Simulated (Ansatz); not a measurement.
# NaH: stable or not

The structure comes from a generated guess, relaxed at this level; another structure or a mixture of phases may lie lower.

The calculation used DFT PBE, scalar-relativistic, plane waves, PAW (Ansatz). Plane waves to 420 eV, a 6×6×6 mesh through Γ for the 4-atom cell and 0.02 eV Gaussian smearing; no spin polarisation.

```cif
data_structure
_symmetry_space_group_name_H-M 'P 1'
_symmetry_Int_Tables_number 1
_cell_length_a 3.9728
_cell_length_b 3.9728
_cell_length_c 4.8778
_cell_angle_alpha 90.000
_cell_angle_beta 90.000
_cell_angle_gamma 120.000
_cell_volume 66.67
loop_
_atom_site_label
_atom_site_type_symbol
_atom_site_fract_x
_atom_site_fract_y
_atom_site_fract_z
_atom_site_occupancy
Na1 Na 0.33333 0.66667 0.25000 1
Na2 Na 0.66667 0.33333 0.75000 1
H1 H 0.33333 0.66667 0.75000 1
H2 H 0.66667 0.33333 0.25000 1
```

Formation energies are uncorrected and refer to the elements' standard structures at the same level (H₂ as a molecule).

**Question.** These tests were run: energy against the elements; phonons on a 2×2×2 q mesh; elastic tensor. What do they show?

**Answer.**

```tsv
test	result
energy against the elements	−0.171 eV/atom
phonons on a 2×2×2 q mesh	no imaginary mode on the mesh
elastic tensor	least eigenvalue 4 GPa
```

It fails none of these tests. Whether a mixture of other phases lies lower isn't tested here.

With hydrogen, zero-point motion can shift formation energies by some tens of meV/atom. The run for the phonons used a 6×6×6 k mesh. The run for the elastic tensor used a 6×6×6 k mesh.
